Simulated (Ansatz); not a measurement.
GaSb under changes of volume

One of the cells (28.625 Å³/atom); the others are scaled copies at fixed shape and fractional positions:

```
CELL_PARAMETERS angstrom
0.00000 3.05900 3.05900
3.05900 0.00000 3.05900
3.05900 3.05900 0.00000
ATOMIC_POSITIONS crystal
Sb 0.75000 0.75000 0.75000
Ga 0.00000 0.00000 0.00000
```

```yaml
Program: Ansatz 0.2.0
Functional: B3LYP5
Potentials_or_basis: Ansatz PAW
Cutoff: "420 eV (not typed: the program's choice for these potentials)"
k_mesh: 4 × 4 × 4
Occupations: fermi-dirac, width 0.05 eV
Spin: no spin polarisation
```

| volume (Å³/atom) | energy over the lowest point (meV/atom) | pressure (GPa) | gap on the mesh (eV) |
| --- | --- | --- | --- |
| 26.907 | 76.22 | 7.7 | 1.51 |
| 27.480 | 51.64 | 6.1 | 1.33 |
| 28.052 | 32.57 | 4.6 | 1.16 |
| 28.625 | 18.30 | 3.4 | 0.99 |
| 29.197 | ? | ? | ? |
| 29.770 | 2.39 | 1.2 | 0.67 |
| 30.342 | 0.00 | 0.2 | 0.51 |

What does the run at 29.197 Å³/atom give?

Energy over the lowest point 8.41 meV/atom; pressure 2.2 GPa; gap on the mesh 0.83 eV.

Worked out: A Birch-Murnaghan fit of order 3 (a polynomial in V^(-2/3)) to the other rows has its minimum at 30.48 Å³/atom, just outside them, with B0 = V·E''(V) = 46 GPa and B' = 4.5. It gives 8.39 meV/atom at 29.197 Å³/atom, against the run's 8.41, and -dE/dV = 2.2 GPa, against 2.2. A straight line through the other rows of the gap, of slope -8.3 eV per unit of ln V (its deformation potential), gives 0.83 eV, against the run's 0.83.

Energies are extrapolated to zero smearing.

Caveats: all runs use coarse meshes; spin-orbit coupling is left out, which moves the levels of the heavy elements; the PAW data sets come from PBE, with cores solved anew for the run's functional, which leaves a small shift of forces and pressure; the thresholds are loose for stress.

A mesh can miss the band edges.
